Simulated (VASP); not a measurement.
# KF (Carobbiite) (Fm-3m) in VASP: further runs

Runs on KF (Carobbiite). Level: LDA. Tasks: single point, relaxation of cell and atoms.

Program: VASP 6.6.1. These are calculated values, not measurements. Logs are shortened: lines on timing, memory, paths and dates and some standing lists are left out, and cuts for length are marked.

## 1. Starting point

The structure is cubic, space group Fm-3m (No. 225). The conventional cell has a = 5.163 Å, b = 5.163 Å, c = 5.163 Å, α = 90.00°, β = 90.00°, γ = 90.00°. K (site symmetry m-3m) has 6 F at 2.58 Å as nearest neighbours. F (site symmetry m-3m) has 6 K at 2.58 Å as nearest neighbours.

## 2. Single point, LDA

Contents of INCAR:

```
SYSTEM = KF
ALGO = Normal ; EDIFF = 1E-6
ENCUT = 520 ; ISIF = 2
ISMEAR = 0 ; LASPH = .True.
LCHARG = .False. ; LREAL = .False.
LWAVE = .False. ; NBANDS = 15
NELM = 100 ; PREC = Accurate
SIGMA = 0.02
```

Contents of KPOINTS:

```
k-points
0
Gamma
  8 8 8
  0 0 0
```

Contents of POSCAR:

```
KF
1.0
    0.0000000000      2.5812889743      2.5812889743
    2.5812889743      0.0000000000      2.5812889743
    2.5812889743      2.5812889743      0.0000000000
K F
1 1
Direct
    0.0000000000      0.0000000000      0.0000000000
    0.5000000000      0.5000000000      0.5000000000
```

Potentials or basis: VASP PAW LDA potentials, release 64 (K_sv, F).

Launch:

```
$ cat potpaw_LDA.64/K_sv/POTCAR potpaw_LDA.64/F/POTCAR > POTCAR
$ mpirun -np 1 vasp_std > vasp.out
```

OUTCAR:

```text
SYSTEM = KF
   EDIFF = 1E-6
   ENCUT = 520
   ISIF = 2
   ISMEAR = 0
   LASPH = .True.
   LREAL = .False.
   NELM = 100
   PREC = Accurate

 ion  position               nearest neighbor table
   1  0.000  0.000  0.000-   2 2.58   2 2.58   2 2.58   2 2.58   2 2.58   2 2.58
   2  0.500  0.500  0.500-   1 2.58   1 2.58   1 2.58   1 2.58   1 2.58   1 2.58

  LATTYP: Found a face centered cubic cell.
 ALAT       =     5.1625779486

  Lattice vectors:

 A1 = (   0.0000000000,   2.5812889743,   2.5812889743)
 A2 = (   2.5812889743,   0.0000000000,   2.5812889743)
 A3 = (   2.5812889743,   2.5812889743,   0.0000000000)

Analysis of symmetry for initial positions (statically):
=====================================================================
 Subroutine PRICEL returns:
 Original cell was already a primitive cell.

 Routine SETGRP: Setting up the symmetry group for a
 face centered cubic supercell.

 Subroutine GETGRP returns: Found 48 space group operations
 (whereof 48 operations were pure point group operations)
 out of a pool of 48 trial point group operations.

The static configuration has the point symmetry O_h .

Analysis of symmetry for dynamics (positions and initial velocities):
=====================================================================
 Subroutine PRICEL returns:
 Original cell was already a primitive cell.

 Routine SETGRP: Setting up the symmetry group for a
 face centered cubic supercell.

 Subroutine GETGRP returns: Found 48 space group operations
 (whereof 48 operations were pure point group operations)
 out of a pool of 48 trial point group operations.

The dynamic configuration has the point symmetry O_h .

 Subroutine INISYM returns: Found 48 space group operations
 (whereof 48 operations are pure point group operations),
 and found     1 'primitive' translations

----------------------------------------------------------------------------------------

                                     Primitive cell

  volume of cell :      34.3985

  direct lattice vectors                    reciprocal lattice vectors
     0.000000000  2.581288974  2.581288974    -0.193701676  0.193701676  0.193701676
     2.581288974  0.000000000  2.581288974     0.193701676 -0.193701676  0.193701676
     2.581288974  2.581288974  0.000000000     0.193701676  0.193701676 -0.193701676

  length of vectors
     3.650493876  3.650493876  3.650493876     0.335501144  0.335501144  0.335501144

  position of ions in fractional coordinates (direct lattice)
     0.000000000  0.000000000  0.000000000
     0.500000000  0.500000000  0.500000000

  ion indices of the primitive-cell ions
   primitive index   ion index
                 1           1
                 2           2

----------------------------------------------------------------------------------------

 KPOINTS: k-points

Automatic generation of k-mesh.
 Grid dimensions read from file:
 generate k-points for:    8    8    8

 Generating k-lattice:

  Cartesian coordinates                     Fractional coordinates (reciprocal lattice)
    -0.024212709  0.024212709  0.024212709     0.125000000  0.000000000  0.000000000
     0.024212709 -0.024212709  0.024212709     0.000000000  0.125000000  0.000000000
     0.024212709  0.024212709 -0.024212709     0.000000000  0.000000000  0.125000000

  Length of vectors
     0.041937643  0.041937643  0.041937643

  Shift w.r.t. Gamma in fractional coordinates (k-lattice)
     0.000000000  0.000000000  0.000000000

 Subroutine IBZKPT returns following result:
 ===========================================

 Found     29 irreducible k-points:

 Following reciprocal coordinates:
            Coordinates               Weight
  0.000000  0.000000  0.000000      1.000000
  0.125000  0.000000  0.000000      8.000000
  0.250000  0.000000  0.000000      8.000000
  0.375000  0.000000  0.000000      8.000000
  0.500000  0.000000  0.000000      4.000000
  0.125000  0.125000  0.000000      6.000000
[... 16 lines left out ...]
  0.500000  0.250000  0.125000     48.000000
 -0.375000  0.250000  0.125000     24.000000
 [... further k-points ...]
   k-points           NKPTS =     29   k-points in BZ     NKDIM =     29   number of bands    NBANDS=     15
   number of dos      NEDOS =    301   number of ions     NIONS =      2
   total plane-waves  NPLWV =  21952
   dimension x,y,z NGX =    28 NGY =   28 NGZ =   28
   dimension x,y,z NGXF=    56 NGYF=   56 NGZF=   56
   ions per type =               1   1
   NGX,Y,Z   is equivalent  to a cutoff of  12.75, 12.75, 12.75 a.u.
   NGXF,Y,Z  is equivalent  to a cutoff of  25.50, 25.50, 25.50 a.u.
 SYSTEM =  KF
   PREC   = accura    normal or accurate (medium, high low for compatibility)
   ISTART =      0    job   : 0-new  1-cont  2-samecut
   ICHARG =      2    charge: 1-file 2-atom 10-const
   ISPIN  =      1    spin polarized calculation?
   LNONCOLLINEAR =      F non collinear calculations
   LSORBIT =      F    spin-orbit coupling
   LASPH  =      T    aspherical Exc in radial PAW
   ENCUT  =  520.0 eV  38.22 Ry    6.18 a.u.   6.79  6.79  6.79*2*pi/ulx,y,z
   NELM   =    100;   NELMIN=  2; NELMDL= -5     # of ELM steps
   EDIFF  = 0.1E-05   stopping-criterion for ELM
   LREAL  =      F    real-space projection
   EDIFFG = 0.1E-04   stopping-criterion for IOM
   NSW    =      0    number of steps for IOM
   IBRION =     -1    ionic relax: 0-MD 1-quasi-New 2-CG
   NFREE  =      0    steps in history (QN), initial steepest desc. (CG)
   ISIF   =      2    stress and relaxation
   ISYM   =      2    0-nonsym 1-usesym 2-fastsym
   POTIM  = 0.5000    time-step for ionic-motion
   TEBEG  =    0.0;   TEEND  =   0.0 temperature during run
   PSTRESS=    0.0 pullay stress
   NELECT =      16.0000    total number of electrons
   NUPDOWN=      -1.0000    fix difference up-down
   EMIN   =  10.00;   EMAX   =-10.00  energy-range for DOS
   EFERMI =   0.00;   METHOD = LEGACY
   ISMEAR =     0;   SIGMA  =   0.02  broadening in eV -4-tet -1-fermi 0-gaus
   EFERMI_NEDOS =   21; number of points for ismear=-14 and -15
   IALGO  =     38    algorithm
   IMIX   =      4    mixing-type and parameters
     AMIX     =   0.40;   BMIX     =  1.00
     AMIX_MAG =   1.60;   BMIX_MAG =  1.00
  volume/ion in A,a.u.               =      17.20       116.07
  Fermi-wavevector in a.u.,A,eV,Ry     =   1.268435  2.396994 21.890784  1.608927
  Thomas-Fermi vector in A             =   2.401530
   LORBIT       =      0    0 simple, 1 ext, 2 COOP (PROOUT), +10 PAW based schemes
   GGA     = CA    functional components
   LHFCALC =     F    Hartree Fock is set to
   AEXX    =    0.0000 exact exchange contribution
   IVDW    =     0    specifies the selected vdW correction
   LEPSILON=     F    determine dielectric tensor
   LRPA    =     F    only Hartree local field effects (RPA)
 non-spin polarized calculation
 Gauss-broadening in eV      SIGMA  =   0.02
  energy-cutoff  :      520.00
  volume of cell :       34.40
 maximum number of plane-waves:       941
   NGX = 13   NGY = 13   NGZ = 13

 number of electron      15.9999998 magnetization

 Free energy of the ion-electron system (eV)
  ---------------------------------------------------
  ext. energy  EPLUGINS =         0.00000000
  ---------------------------------------------------
  free energy    TOTEN  =        -9.07147740 eV

  energy without entropy =       -9.07147740  energy(sigma->0) =       -9.07147740

 E-fermi :  -2.7313     XC(G=0):  -9.6138

 val. band max:       -2.9251941476   @ k =   0.0000   0.0000   0.0000
 cond. band min:       3.4221557164   @ k =   0.0000   0.0000   0.0000
 fundamental gap:      6.3473498641
 Fermi energy:        -2.7312732997

 k-point     1 :       0.0000    0.0000    0.0000
  band No.  band energies     occupation
      1     -28.3061      2.00000
      2     -21.1955      2.00000
      3     -11.6799      2.00000
      4     -11.6799      2.00000
      5     -11.6799      2.00000
      6      -2.9252      2.00000
      7      -2.9252      2.00000
      8      -2.9252      2.00000
      9       3.4222      0.00000
     10       7.8524      0.00000
     11       7.8524      0.00000
     12       7.8524      0.00000
     13       9.7373      0.00000
     14       9.7373      0.00000
     15      14.0942      0.00000

 k-point     2 :       0.1250    0.0000    0.0000
  band No.  band energies     occupation
      1     -28.2818      2.00000
      2     -21.2202      2.00000
      3     -11.7329      2.00000
      4     -11.6865      2.00000
      5     -11.6865      2.00000
      6      -3.1005      2.00000
      7      -2.9967      2.00000
      8      -2.9967      2.00000
      9       3.9051      0.00000
     10       7.5645      0.00000
     11       8.0940      0.00000
     12       8.0940      0.00000
     13       9.9199      0.00000
     14       9.9199      0.00000
     15      14.9834      0.00000

 k-point     3 :       0.2500    0.0000    0.0000
  band No.  band energies     occupation
      1     -28.2222      2.00000
      2     -21.2818      2.00000
      3     -11.8596      2.00000
      4     -11.7021      2.00000
      5     -11.7021      2.00000
      6      -3.4668      2.00000
      7      -3.1645      2.00000
      8      -3.1645      2.00000
      9       5.0680      0.00000
     10       7.2166      0.00000
     11       8.7034      0.00000
     12       8.7034      0.00000
     13      10.4650      0.00000
     14      10.4650      0.00000
     15      16.4292      0.00000

 k-point     4 :       0.3750    0.0000    0.0000
  band No.  band energies     occupation
      1     -28.1614      2.00000
      2     -21.3451      2.00000
      3     -11.9841      2.00000
      4     -11.7174      2.00000
      5     -11.7174      2.00000
      6      -3.7803      2.00000
      7      -3.3261      2.00000
      8      -3.3261      2.00000
      9       6.0640      0.00000
     10       7.5173      0.00000
     11       9.3054      0.00000
     12       9.3054      0.00000
     13      11.3860      0.00000
     14      11.3860      0.00000
     15      15.2963      0.00000
[... 307 lines left out ...]
 k-point    22 :       0.3750    0.2500    0.1250
  band No.  band energies     occupation
      1     -28.1818      2.00000
      2     -21.2935      2.00000
      3     -11.9181      2.00000
      4     -11.9015      2.00000
      5     -11.7485      2.00000
      6      -3.5769      2.00000
      7      -3.2036      2.00000
      8      -2.9943      2.00000
      9       5.7802      0.00000
     10       6.4548      0.00000
     11       9.3194      0.00000
     12       9.4451      0.00000
     13      10.5555      0.00000
     14      11.0095      0.00000
     15      16.3904      0.00000

 k-point    23 :       0.5000    0.2500    0.1250
  band No.  band energies     occupation
      1     -28.1354      2.00000
      2     -21.3219      2.00000
      3     -12.0680      2.00000
      4     -11.9767      2.00000
      5     -11.7650      2.00000
      6      -3.5991      2.00000
      7      -3.3103      2.00000
      8      -3.0888      2.00000
      9       6.4294      0.00000
     10       6.8930      0.00000
     11       9.2370      0.00000
     12      10.0594      0.00000
     13      11.1533      0.00000
     14      12.2453      0.00000
     15      14.1674      0.00000

 k-point    24 :      -0.3750    0.2500    0.1250
  band No.  band energies     occupation
      1     -28.1160      2.00000
      2     -21.3340      2.00000
      3     -12.1324      2.00000
      4     -12.0041      2.00000
      5     -11.7728      2.00000
      6      -3.6101      2.00000
      7      -3.2652      2.00000
      8      -3.2166      2.00000
      9       6.5800      0.00000
     10       7.3410      0.00000
     11       9.2233      0.00000
     12      10.2584      0.00000
     13      11.7063      0.00000
     14      12.8583      0.00000
     15      13.2261      0.00000

 [... further k-points ...]
[... 5 lines left out ...]
  --------------------------------------------------------------------------------------
  -------------------------------------------------------------------------------------
  Total        0.0506489      0.0506489      0.0506489      0.0000000      0.0000000     -0.0000000
  in kB        2.3590700      2.3590700      2.3590700      0.0000000      0.0000000     -0.0000000
  external PRESSURE =       2.3590700 kB  Pullay stress =       0.0000000 kB

 VOLUME and BASIS-vectors are now :
 -----------------------------------------------------------------------------
  energy-cutoff  :      520.00
  volume of cell :       34.40
      direct lattice vectors                 reciprocal lattice vectors
     0.000000000  2.581288974  2.581288974    -0.193701676  0.193701676  0.193701676
     2.581288974  0.000000000  2.581288974     0.193701676 -0.193701676  0.193701676
     2.581288974  2.581288974  0.000000000     0.193701676  0.193701676 -0.193701676

 POSITION                                       TOTAL-FORCE (eV/Angst)
 -----------------------------------------------------------------------------------
      0.00000      0.00000      0.00000         0.000000     -0.000000      0.000000
      2.58129      2.58129      2.58129        -0.000000      0.000000     -0.000000
 -----------------------------------------------------------------------------------
    total drift:                                0.000000      0.000000      0.000000

  FREE ENERGIE OF THE ION-ELECTRON SYSTEM (eV)
  ---------------------------------------------------
  free  energy   TOTEN  =        -9.0714773970 eV

  energy  without entropy=       -9.0714773970  energy(sigma->0) =       -9.07147740
```

Run time: 7.7 s. Hardware: 1 thread of Intel Xeon Platinum 8488C (Sapphire Rapids), shared host; peak memory 0.14 GiB.

What came out:

```yaml
Free_energy: -9.0715 eV
Pressure: 0.2 GPa
Band_gap_on_the_k_mesh: 6.35 eV, direct
```

A k mesh can miss the band edges. As with any semilocal functional, this LDA gap is likely too small.

## 3. Relaxation of cell and atoms, LDA

This run uses another cell than the first one, of 19.07 Å³/atom, 1.109 times its volume.

Contents of INCAR:

```
PREC     = Accurate       # precision mode
ENCUT    = 600            # plane-wave cutoff, eV
EDIFF    = 1E-6           # SCF threshold, eV
ISMEAR   = 0              # smearing method
SIGMA    = 0.02           # smearing width, eV
LREAL    = F              # projectors in reciprocal space
LASPH    = T              # aspherical terms in the spheres
NELM     = 100            # most SCF steps
ALGO     = Normal         # electronic algorithm
ISIF     = 3              # what is computed and relaxed
LWAVE    = F              # write WAVECAR
LCHARG   = F              # write CHGCAR
IBRION   = 2              # ionic algorithm
NSW      = 100            # ionic steps
EDIFFG   = -0.005         # ionic threshold
```

Contents of KPOINTS:

```
Automatic mesh
0
Gamma
  8 8 8
```

Contents of POSCAR:

```
KF
1.0
    0.0000000000      2.6718500000      2.6718500000
    2.6718500000      0.0000000000      2.6718500000
    2.6718500000      2.6718500000      0.0000000000
K F
1 1
Direct
    0.0000000000      0.0000000000      0.0000000000
    0.5000000000      0.5000000000      0.5000000000
```

Potentials or basis: VASP PAW LDA potentials, release 64 (K_sv, F).

Launch:

```
$ cat potpaw_LDA.64/K_sv/POTCAR potpaw_LDA.64/F/POTCAR > POTCAR
$ mpirun -np 1 vasp_std > vasp.out
```

Run time: 24 s. Hardware: 1 thread of Intel Xeon Platinum 8488C (Sapphire Rapids), shared host; peak memory 0.16 GiB.

The run converged. Its results:

- Free energy: -9.0796 eV
- Relaxed volume: 17.24 Å³/atom
- Relaxed cell: a = 3.653 Å, b = 3.653 Å, c = 3.653 Å, α = 60.00°, β = 60.00°, γ = 60.00°
- Space group after relaxing (to 0.05 Å): Fm-3m (No. 225)
- Energy gained by relaxing: 21.8 meV/atom
- Ionic steps: 4
- Pressure after relaxing: 0.0 GPa
- Band gap on the k mesh: 6.34 eV, direct

The path:
```tsv
step	energy change (eV)	largest force (eV/Å)	pressure (GPa)	volume (Å³)
1	0.0000	0.0000	-3.43	38.15
2	-0.0359	0.0000	-1.64	35.94
3	-0.0435	0.0000	-0.18	34.64
4	-0.0436	0.0000	0.01	34.48
```

Final structure:
```
K F
1.0
     0.00000    2.58339    2.58339
     2.58339    0.00000    2.58339
     2.58339    2.58339    0.00000
K F
1 1
Direct
  0.00000 0.00000 0.00000
  0.50000 0.50000 0.50000
```

Levels at points of the mesh, in eV from the valence-band top:
| k point | band 6 | band 7 | band 8 | band 9 | band 10 | band 11 |
| --- | --- | --- | --- | --- | --- | --- |
| (0.00, 0.00, 0.00) | 0.00 | 0.00 | 0.00 | 6.34 | 10.77 | 10.77 |
| (0.50, 0.00, 0.00) | -0.97 | -0.46 | -0.46 | 9.19 | 10.98 | 12.45 |
| (0.50, 0.50, 0.00) | -0.14 | -0.02 | -0.02 | 7.95 | 10.70 | 12.21 |

## 4. Single point, LDA

Contents of INCAR:

```
SYSTEM = KF
  ALGO = Normal
  EDIFF = 1E-6
  ENCUT = 520
  ISIF = 2
  ISMEAR = 0
  LASPH = .TRUE.
  LCHARG = .FALSE.
  LREAL = .FALSE.
  LWAVE = .FALSE.
  NBANDS = 15
  NELM = 100
  PREC = Accurate
  SIGMA = 0.02
```

Contents of KPOINTS:

```
k-points
0
G
  8 8 8
  0 0 0
```

Contents of POSCAR:

```
KF
1.0
    0.0000000000      2.5812889743      2.5812889743
    2.5812889743      0.0000000000      2.5812889743
    2.5812889743      2.5812889743      0.0000000000
K F
1 1
Direct
    0.0000000000      0.0000000000      0.0000000000
    0.5000000000      0.5000000000      0.5000000000
```

Launch:

```
$ cat potpaw_LDA.64/K_sv/POTCAR potpaw_LDA.64/F/POTCAR > POTCAR
$ mpirun -np 1 vasp_std > vasp.out
```

Wall time 7.9 s (1 thread of Intel Xeon Platinum 8488C (Sapphire Rapids), shared host); peak memory 0.14 GiB.

It converged, with:

| Item | Value |
| --- | --- |
| Free energy | -9.0715 eV |
| Pressure | 0.2 GPa |
| Band gap on the k mesh | 6.35 eV, direct |

Levels at points of the mesh, in eV from the valence-band top:
```csv
k point,band 4,band 5,band 6,band 7,band 8,band 9,band 10,band 11,band 12,band 13
"(0.00, 0.00, 0.00)",-8.75,-8.75,0.00,0.00,0.00,6.35,10.78,10.78,10.78,12.66
"(0.50, 0.00, 0.00)",-8.80,-8.80,-0.97,-0.47,-0.47,9.20,11.00,12.46,12.46,15.01
"(0.50, 0.50, 0.00)",-9.07,-9.07,-0.14,-0.02,-0.02,7.95,10.71,12.23,14.14,14.93
```

A k mesh can miss the band edges. LDA gaps usually lie below the measured ones, often by a third to a half.

[end of part 1 of 2]
